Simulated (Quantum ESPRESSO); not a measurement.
# MgO: equation of state with r2SCAN

MgO:

```xyz
2
Lattice="0.0000 2.0970 2.0970 2.0970 0.0000 2.0970 2.0970 2.0970 0.0000" Properties=species:S:1:pos:R:3 pbc="T T T"
Mg    0.0000    0.0000    0.0000
O     2.0970    2.0970    2.0970
```

The cell is a database's computed one.

```
Program             : Quantum ESPRESSO 7.5
Task                : equation of state
Functional          : r2SCAN
Potentials or basis : SG15 PBE 1.2
Cutoff              : 1197 eV
Density cutoff      : 4789 eV
k mesh              : 8 × 8 × 8
Occupations         : fermi-dirac, width 0.05 eV
Spin                : no spin polarisation
Symmetry            : off
Mixing beta         : 0.5
Most SCF iterations : 120
SCF threshold       : 1e-08 Ry
```

The equilibrium volume is 9.37 Å³/atom. The bulk modulus is 165 GPa and the pressure derivative of the bulk modulus is 4.1.

Energy against volume, from the lowest point:
```
volume (Å³/atom)  energy (meV/atom)
           8.668              30.73
           8.853              16.07
           9.037               6.37
           9.221               1.17
           9.406               0.00
           9.590               2.51
           9.775               8.34
```

All runs of the series together: 8.5 min on 2 threads of Intel(R) Xeon(R) 6975P-C (Granite Rapids), on a shared host.

Caveat: the potentials were made for another functional, which shifts forces and pressure.
